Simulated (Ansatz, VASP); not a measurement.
## NaF in VASP and in Ansatz

File INCAR:

```
SYSTEM = NaF
  PREC = Accurate
  ENCUT = 520
  EDIFF = 1E-6
  ISMEAR = 0
  SIGMA = 0.05
  LREAL = .False.
  LASPH = .True.
  NELM = 80
  ALGO = Normal
  ISIF = 2
  LWAVE = .False.
  LCHARG = .False.
  NBANDS = 14
```

Contents of KPOINTS:

```
Automatic mesh
0
Gamma
  4 4 4
  0 0 0
```

File POSCAR:

```
NaF
1.0
   -0.5034920084      2.1007770007      2.1007770007
    2.1007770007     -0.5034920084      2.1007770007
    2.1007770007      2.1007770007     -0.5034920084
Na F
1 1
Direct
    0.0000000000      0.0000000000      0.0000000000
    0.5000000000      0.5000000000      0.5000000000
```

Input for Ansatz:

```yaml
crystal:
  lattice:
    - [-0.5034920084, 2.1007770007, 2.1007770007]
    - [2.1007770007, -0.5034920084, 2.1007770007]
    - [2.1007770007, 2.1007770007, -0.5034920084]
  atoms:
    - { symbol: Na, position: [0.0, 0.0, 0.0] }
    - { symbol: F, position: [0.5, 0.5, 0.5] }
basis:
  ecutwfc: 420
kpoints:
  mp_grid: { grid: [4, 4, 4] }
hamiltonian:
  xc: lda
scf:
  occupations: { method: gaussian, width: 0.05 }
output:
  forces: true
  stress: true
  eigenvalues: true
```

Alike in both runs: task single point; functional LDA; k mesh 4 × 4 × 4; occupations gaussian, width 0.05 eV; no spin polarisation.

|  | VASP | Ansatz |
| --- | --- | --- |
| version | VASP 6.6.1 | Ansatz 0.2.0 |
| potentials or method | VASP PAW LDA potentials, release 64 (Na_pv, F) | scalar-relativistic, plane waves, PAW |
| plane-wave cutoff (eV) | 520 | 420 |
| valence electrons in the cell | 14 | 16 |

```tsv
	VASP	Ansatz	Ansatz less VASP
gap on the k mesh at the Fermi level (eV)	5.24	5.26	+0.020
least direct gap on the mesh (eV)	5.24	5.26	+0.020
pressure (GPa)	-6.2	-6.1	+0.10
largest component of the traceless stress (GPa)	2.70	2.72	+0.023
```

The two sets of potentials don't hold the same shells in valence.

Caveats: the k mesh is coarse (spacing up to 0.55 Å⁻¹), so the values aren't converged.
